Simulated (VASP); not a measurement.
# Ru (P6/mmm) in VASP: notebook, part 2 of 2

VASP 6.6.1.

## (4) Single point, PBE

This run uses another cell than the first one, of 15.86 Å³/atom, 1.007 times its volume.

Input file INCAR:

```
PREC     = Accurate       # precision mode
ENCUT    = 520            # plane-wave cutoff, eV
EDIFF    = 1E-7           # SCF threshold, eV
ISMEAR   = 0              # smearing method
SIGMA    = 0.1            # smearing width, eV
LREAL    = False          # projectors in reciprocal space
LASPH    = True           # aspherical terms in the spheres
NELM     = 100            # most SCF steps
ALGO     = Normal         # electronic algorithm
ISIF     = 2              # what is computed and relaxed
LWAVE    = False          # write WAVECAR
LCHARG   = True           # write CHGCAR
GGA      = PE             # functional
LELF     = True           # ELF
LVHAR    = True         
NBANDS   = 28             # bands
```

Input file KPOINTS:

```
regular mesh
0
Gamma
  6 6 4
```

Input file POSCAR:

```
Ru
1.0
    3.4388458147      0.0000000000      0.0000000000
   -1.7194229073      2.9781278352      0.0000000000
    0.0000000000      0.0000000000      4.6458931321
Ru
3
Direct
    0.3130188823      0.0000000000      0.3333333333
    0.0000000000      0.3130188823      0.6666666667
    0.6869811177      0.6869811177      0.0000000000
```

Potentials or basis: VASP PAW PBE potentials, release 64 (Ru_pv).

On the command line:

```sh
$ cat potpaw_PBE.64/Ru_pv/POTCAR > POTCAR
$ mpirun -np 1 vasp_std > vasp.out
```

OUTCAR:

```text
PREC = Accurate
   ENCUT = 520
   EDIFF = 1E-7
   ISMEAR = 0
   LREAL = False
   LASPH = True
   NELM = 100
   ISIF = 2
   GGA = PE

 ion  position               nearest neighbor table
   1  0.313  0.000  0.333-   3 2.42   2 2.42   3 2.57   3 2.57   2 2.57   2 2.57
   2  0.000  0.313  0.667-   3 2.42   1 2.42   3 2.57   3 2.57   1 2.57   1 2.57
   3  0.687  0.687  0.000-   2 2.42   1 2.42   2 2.57   1 2.57   1 2.57   2 2.57

  LATTYP: Found a hexagonal cell.
 ALAT       =     3.4388458147
 C/A-ratio  =     1.3510036165

  Lattice vectors:

 A1 = (   3.4388458147,   0.0000000000,   0.0000000000)
 A2 = (  -1.7194229073,   2.9781278352,   0.0000000000)
 A3 = (   0.0000000000,   0.0000000000,   4.6458931321)

Analysis of symmetry for initial positions (statically):
=====================================================================
 Subroutine PRICEL returns:
 Original cell was already a primitive cell.

 Routine SETGRP: Setting up the symmetry group for a
 hexagonal supercell.

 Subroutine GETGRP returns: Found  6 space group operations
 (whereof  2 operations were pure point group operations)
 out of a pool of 24 trial point group operations.

The static configuration has the point symmetry C_2 .
 The point group associated with its full space group is D_3 .

Analysis of symmetry for dynamics (positions and initial velocities):
=====================================================================
 Subroutine PRICEL returns:
 Original cell was already a primitive cell.

 Routine SETGRP: Setting up the symmetry group for a
 hexagonal supercell.

 Subroutine GETGRP returns: Found  6 space group operations
 (whereof  2 operations were pure point group operations)
 out of a pool of 24 trial point group operations.

The dynamic configuration has the point symmetry C_2 .
 The point group associated with its full space group is D_3 .

 Subroutine INISYM returns: Found  6 space group operations
 (whereof  2 operations are pure point group operations),
 and found     1 'primitive' translations

----------------------------------------------------------------------------------------

                                     Primitive cell

  volume of cell :      47.5801

  direct lattice vectors                    reciprocal lattice vectors
     3.438845815  0.000000000  0.000000000     0.290795242  0.167890711  0.000000000
    -1.719422907  2.978127835  0.000000000     0.000000000  0.335781422  0.000000000
     0.000000000  0.000000000  4.645893132     0.000000000  0.000000000  0.215243866

  length of vectors
     3.438845815  3.438845815  4.645893132     0.335781422  0.335781422  0.215243866

  position of ions in fractional coordinates (direct lattice)
     0.313018882  0.000000000  0.333333333
     0.000000000  0.313018882  0.666666667
     0.686981118  0.686981118  0.000000000

  ion indices of the primitive-cell ions
   primitive index   ion index
                 1           1
                 2           2
                 3           3

----------------------------------------------------------------------------------------

 KPOINTS: regular mesh

Automatic generation of k-mesh.
 Grid dimensions read from file:
 generate k-points for:    6    6    4

 Generating k-lattice:

  Cartesian coordinates                     Fractional coordinates (reciprocal lattice)
     0.048465874  0.027981785  0.000000000     0.166666667  0.000000000  0.000000000
     0.000000000  0.055963570  0.000000000     0.000000000  0.166666667  0.000000000
     0.000000000  0.000000000  0.053810967     0.000000000  0.000000000  0.250000000

  Length of vectors
     0.055963570  0.055963570  0.053810967

  Shift w.r.t. Gamma in fractional coordinates (k-lattice)
     0.000000000  0.000000000  0.000000000

 Subroutine IBZKPT returns following result:
 ===========================================

 Found     24 irreducible k-points:

 Following reciprocal coordinates:
            Coordinates               Weight
  0.000000  0.000000  0.000000      1.000000
  0.166667 -0.000000  0.000000      6.000000
  0.333333 -0.000000  0.000000      6.000000
  0.500000 -0.000000  0.000000      3.000000
  0.166667  0.166667  0.000000      6.000000
  0.333333  0.166667  0.000000     12.000000
[... 16 lines left out ...]
  0.333333  0.166667  0.500000     12.000000
  0.333333  0.333333  0.500000      2.000000
   k-points           NKPTS =     24   k-points in BZ     NKDIM =     24   number of bands    NBANDS=     28
   number of dos      NEDOS =    301   number of ions     NIONS =      3
   total plane-waves  NPLWV =  28224
   dimension x,y,z NGX =    28 NGY =   28 NGZ =   36
   dimension x,y,z NGXF=    56 NGYF=   56 NGZF=   72
   ions per type =               3
   NGX,Y,Z   is equivalent  to a cutoff of  13.54, 13.54, 12.88 a.u.
   NGXF,Y,Z  is equivalent  to a cutoff of  27.07, 27.07, 25.76 a.u.
 SYSTEM =  unknown system
   PREC   = accura    normal or accurate (medium, high low for compatibility)
   ISTART =      0    job   : 0-new  1-cont  2-samecut
   ICHARG =      2    charge: 1-file 2-atom 10-const
   ISPIN  =      1    spin polarized calculation?
   LNONCOLLINEAR =      F non collinear calculations
   LSORBIT =      F    spin-orbit coupling
   LASPH  =      T    aspherical Exc in radial PAW
   ENCUT  =  520.0 eV  38.22 Ry    6.18 a.u.   6.39  6.39  8.64*2*pi/ulx,y,z
   NELM   =    100;   NELMIN=  2; NELMDL= -5     # of ELM steps
   EDIFF  = 0.1E-06   stopping-criterion for ELM
   LREAL  =      F    real-space projection
   EDIFFG = 0.1E-05   stopping-criterion for IOM
   NSW    =      0    number of steps for IOM
   IBRION =     -1    ionic relax: 0-MD 1-quasi-New 2-CG
   NFREE  =      0    steps in history (QN), initial steepest desc. (CG)
   ISIF   =      2    stress and relaxation
   ISYM   =      2    0-nonsym 1-usesym 2-fastsym
   POTIM  = 0.5000    time-step for ionic-motion
   TEBEG  =    0.0;   TEEND  =   0.0 temperature during run
   PSTRESS=    0.0 pullay stress
   NELECT =      42.0000    total number of electrons
   NUPDOWN=      -1.0000    fix difference up-down
   EMIN   =  10.00;   EMAX   =-10.00  energy-range for DOS
   EFERMI =   0.00;   METHOD = LEGACY
   ISMEAR =     0;   SIGMA  =   0.10  broadening in eV -4-tet -1-fermi 0-gaus
   EFERMI_NEDOS =   21; number of points for ismear=-14 and -15
   IALGO  =     38    algorithm
   IMIX   =      4    mixing-type and parameters
     AMIX     =   0.40;   BMIX     =  1.00
     AMIX_MAG =   1.60;   BMIX_MAG =  1.00
  volume/ion in A,a.u.               =      15.86       107.03
  Fermi-wavevector in a.u.,A,eV,Ry     =   1.570421  2.967666 33.555002  2.466223
  Thomas-Fermi vector in A             =   2.672157
   LORBIT       =      0    0 simple, 1 ext, 2 COOP (PROOUT), +10 PAW based schemes
   GGA     = PE    functional components
   LHFCALC =     F    Hartree Fock is set to
   AEXX    =    0.0000 exact exchange contribution
   IVDW    =     0    specifies the selected vdW correction
   LEPSILON=     F    determine dielectric tensor
   LRPA    =     F    only Hartree local field effects (RPA)
 non-spin polarized calculation
 Gauss-broadening in eV      SIGMA  =   0.10
  energy-cutoff  :      520.00
  volume of cell :       47.58
 maximum number of plane-waves:      1302
 NGX is ok and might be reduce to    28
   NGX = 13   NGY = 13   NGZ = 17

 number of electron      42.0000008 magnetization

 Free energy of the ion-electron system (eV)
  ---------------------------------------------------
  ext. energy  EPLUGINS =         0.00000000
  ---------------------------------------------------
  free energy    TOTEN  =       -24.25753610 eV

  energy without entropy =      -24.24035617  energy(sigma->0) =      -24.24894614

 E-fermi :  10.4713     XC(G=0): -13.0170

 val. band max:       10.4485398776   @ k =   0.1667   0.1667   0.5000
 cond. band min:      10.5052527234   @ k =   0.1667   0.1667   0.5000
 fundamental gap:      0.0567128458
 Fermi energy:        10.4713164075

 k-point     1 :       0.0000    0.0000    0.0000
  band No.  band energies     occupation
      1     -32.7335      2.00000
      2     -32.7335      2.00000
      3     -32.6620      2.00000
      4     -32.4217      2.00000
      5     -32.4217      2.00000
      6     -32.3697      2.00000
[... 20 lines left out ...]
     27      14.2140      0.00000
[... 691 lines left out ...]
      6     -32.1295      2.00000
[... 20 lines left out ...]
     27      14.6753      0.00000
     28      17.8574      0.00000

------------------------ aborting loop because EDIFF is reached ----------------------------------------

  FORCE on cell =-STRESS in cart. coord.  units (eV):
  Direction    XX          YY          ZZ          XY          YZ          ZX
  --------------------------------------------------------------------------------------
  -------------------------------------------------------------------------------------
  Total        0.1127197      0.1127197      0.1073850      0.0000000      0.0000000      0.0000000
  in kB        3.7956411      3.7956411      3.6160038      0.0000000      0.0000000      0.0000000
  external PRESSURE =       3.7357620 kB  Pullay stress =       0.0000000 kB

 VOLUME and BASIS-vectors are now :
 -----------------------------------------------------------------------------
  energy-cutoff  :      520.00
  volume of cell :       47.58
      direct lattice vectors                 reciprocal lattice vectors
     3.438845815  0.000000000  0.000000000     0.290795242  0.167890711  0.000000000
    -1.719422907  2.978127835  0.000000000     0.000000000  0.335781422  0.000000000
     0.000000000  0.000000000  4.645893132     0.000000000  0.000000000  0.215243866

 POSITION                                       TOTAL-FORCE (eV/Angst)
 -----------------------------------------------------------------------------------
      1.07642      0.00000      1.54863         0.022299      0.000000     -0.000000
     -0.53821      0.93221      3.09726        -0.011150      0.019312      0.000000
      1.18121      2.04592      0.00000        -0.011150     -0.019312     -0.000000
 -----------------------------------------------------------------------------------
    total drift:                                0.000000     -0.000000      0.000000

  FREE ENERGIE OF THE ION-ELECTRON SYSTEM (eV)
  ---------------------------------------------------
  free  energy   TOTEN  =       -24.2575360994 eV

  energy  without entropy=      -24.2403561715  energy(sigma->0) =      -24.24894614
```

It took 22 s on 1 thread of AMD EPYC 9R45 (Zen 5), shared host; peak memory 0.14 GiB.

What came out:

```
Free energy            : -24.2575 eV
Pressure               : 0.4 GPa
Largest force          : 0.022 eV/Å
Band gap on the k mesh : none (metal or under the smearing width)
```

Forces in eV/Å, atoms in the order of the input:
```
Ru   0.022  0.000  0.000
Ru  -0.011  0.019  0.000
Ru  -0.011 -0.019  0.000
```

## (5) Relaxation of cell and atoms, PBE

This run uses another cell than the first one, of 13.82 Å³/atom, 0.878 times its volume.

Input file INCAR:

```
  PREC = Accurate
  ENCUT = 600
  EDIFF = 1E-6
  ISMEAR = 0
  SIGMA = 0.1
  LREAL = False
  LASPH = True
  NELM = 100
  ALGO = Normal
  ISIF = 3
  LWAVE = False
  LCHARG = False
  GGA = PE
  IBRION = 2
  NSW = 90
  EDIFFG = -0.04
```

KPOINTS is that of step 4.

Input file POSCAR:

```
Ru
1.0
    3.4816952868      0.0000000000      0.0000000000
   -1.7408476434      3.0152365666      0.0000000000
    0.0000000000      0.0000000000      3.9500998522
Ru
3
Direct
    0.2254000000      0.0000000000      0.3333333333
    0.0000000000      0.2254000000      0.6666666667
    0.7746000000      0.7746000000      0.0000000000
```

On the command line:

```sh
$ cat potpaw_PBE.64/Ru_pv/POTCAR > POTCAR
$ mpirun -np 1 vasp_std > vasp.out
```

Run time: 3.7 min. Hardware: 1 thread of AMD EPYC 9R45 (Zen 5), shared host; peak memory 0.15 GiB.

It converged, with:

```
Free energy                            : -24.2527 eV
Relaxed volume                         : 15.81 Å³/atom
Relaxed cell                           : a = 3.438 Å, b = 3.438 Å, c = 4.635 Å, α = 90.00°, β = 90.00°, γ = 120.00°
Space group after relaxing (to 0.05 Å) : P3_121 (No. 152)
Energy gained by relaxing              : 2953.8 meV/atom
Ionic steps                            : 19
Pressure after relaxing                : 0.0 GPa
Largest force after relaxing           : 0.012 eV/Å
Band gap on the k mesh                 : none (metal or under the smearing width)
```

Forces in eV/Å, atoms in the order of the input:
```
Ru   0.012  0.000  0.000
Ru  -0.006  0.010  0.000
Ru  -0.006 -0.010  0.000
```

Stress tensor (GPa, compression positive):
```
 0.05  0.00  0.00
 0.00  0.05  0.00
 0.00  0.00 -0.15
```

Step by step:
```csv
step,energy change (eV),largest force (eV/Å),pressure (GPa),volume (Å³)
1,0.0000,21.8963,147.37,41.47
2,8.3804,0.2603,-22.19,170.86
3,2.3783,0.2967,-19.58,125.07
4,0.0501,0.6879,-23.55,106.92
5,-5.8791,1.0289,-32.27,69.28
6,-8.3174,0.0165,-20.98,54.24
7,-8.7658,0.3204,1.58,47.58
8,-8.7725,0.1824,-3.01,48.50
9,-8.7738,0.2156,-1.80,48.24
10,-8.7735,0.2354,-1.11,48.10
11,-8.7834,0.2463,2.44,47.29
12,-8.7835,0.2469,2.67,47.24
13,-8.7909,0.2170,2.50,47.24
14,-8.8112,0.1368,2.11,47.25
15,-8.8417,0.0258,1.60,47.23
16,-8.8585,0.0136,1.78,47.05
17,-8.8596,0.0038,1.66,47.09
18,-8.8582,0.0216,-2.15,47.91
19,-8.8614,0.0118,-0.02,47.43
```

Final structure:
```
Ru
1.0
     3.43770    0.00000    0.00000
    -1.71885    2.97714    0.00000
     0.00000    0.00000    4.63462
Ru
3
Direct
  0.34092 0.00000 0.33333
  0.00000 0.34092 0.66667
  0.65908 0.65908 0.00000
```

Levels at points of the mesh, in eV from the Fermi level:
| k point | band 17 | band 18 | band 19 | band 20 | band 21 | band 22 | band 23 | band 24 | band 25 |
| --- | --- | --- | --- | --- | --- | --- | --- | --- | --- |
| (0.00, 0.00, 0.00) | -3.17 | -3.17 | 0.30 | 0.42 | 0.42 | 0.56 | 1.48 | 1.48 | 1.62 |
| (0.50, 0.00, 0.00) | -2.44 | -1.24 | -1.04 | -0.48 | -0.33 | -0.13 | -0.02 | 1.43 | 1.57 |
| (0.00, 0.00, 0.50) | -3.73 | -3.68 | -0.17 | -0.12 | -0.12 | -0.02 | 0.12 | 0.12 | 3.59 |
| (0.50, 0.00, 0.50) | -1.39 | -1.24 | -1.19 | -0.98 | -0.76 | -0.21 | 0.27 | 0.27 | 1.76 |

Caveat: the k mesh is coarse (spacing up to 0.40 Å⁻¹), so the values aren't converged.

## (6) Summary

| task | cell | k mesh | cutoff (eV) | mesh quality | gap on the mesh (eV) | pressure (GPa) | relaxed volume (Å³/atom) | largest force (eV/Å) |
| --- | --- | --- | --- | --- | --- | --- | --- | --- |
| relaxation of cell and atoms | relaxed | 6 × 6 × 6 | 600 | coarse | none | 0.1 | 14.13 | - |
| single point | P6/mmm, 15.75 Å³/atom | 6 × 6 × 6 | 520 | coarse | none | -24.7 | - | - |
| single point | P3_121, 15.86 Å³/atom | 6 × 6 × 4 | 520 | not flagged | none | 0.4 | - | 0.02 |
| relaxation of cell and atoms | relaxed | 6 × 6 × 4 | 600 | coarse | none | 0.0 | 15.81 | 0.01 |

Alike in all rows: level PBE; potentials or basis VASP PAW PBE potentials, release 64 (Ru_pv); no spin polarisation; smearing gaussian 0.1 eV.

Caveats: some runs use coarse meshes; so large a pressure means that the cell lies far from this level's equilibrium, or that cutoff or potentials fall short (some runs).

Absolute energies hang on the potentials; compare differences alone.
